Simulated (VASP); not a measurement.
Input of a VASP 6.6.1 run:

The input INCAR:

```
SYSTEM = PbSe
PREC = Accurate
ENCUT = 520
EDIFF = 1E-6
ISMEAR = 0
SIGMA = 0.01
LREAL = .FALSE.
LASPH = .TRUE.
NELM = 100
ALGO = Normal
ISIF = 2
LWAVE = .FALSE.
LCHARG = .FALSE.
NBANDS = 28
```

File KPOINTS:

```
regular mesh
0
G
  3 3 2
  0 0 0
```

File POSCAR:

```
PbSe
1.0
    4.4148899600      0.0000000000      0.0000000000
   -0.0103110200      4.4148779200      0.0000000000
   -2.2022894700     -2.2074389600     12.0007990000
Pb Se
2 2
Direct
    0.8001900000      0.8145460000      0.6176240000
    0.1926960000      0.1931600000      0.3815570000
    0.3001050000      0.3157340000      0.6220350000
    0.6768540000      0.7126680000      0.3768060000
```

Potentials or basis: VASP PAW LDA potentials, release 64 (Pb_d, Se).

Launch:

```console
$ cat potpaw_LDA.64/Pb_d/POTCAR potpaw_LDA.64/Se/POTCAR > POTCAR
$ mpirun -np 1 vasp_std > vasp.out
```

Q: Predict the band gap on the k mesh.

A: 2.00 eV, direct.

Q: What does it give for the largest force?

A: 0.476 eV/Å.

Forces on the atoms (eV/Å):
```
Pb   0.017  0.005 -0.475
Pb  -0.001 -0.025  0.452
Se  -0.001  0.051 -0.304
Se  -0.015 -0.031  0.327
```

Caveat: the k mesh is coarse (spacing up to 0.48 Å⁻¹), so the values aren't converged; spin-orbit coupling is left out, which as a rule narrows the gap of such compounds by several tenths of an eV.
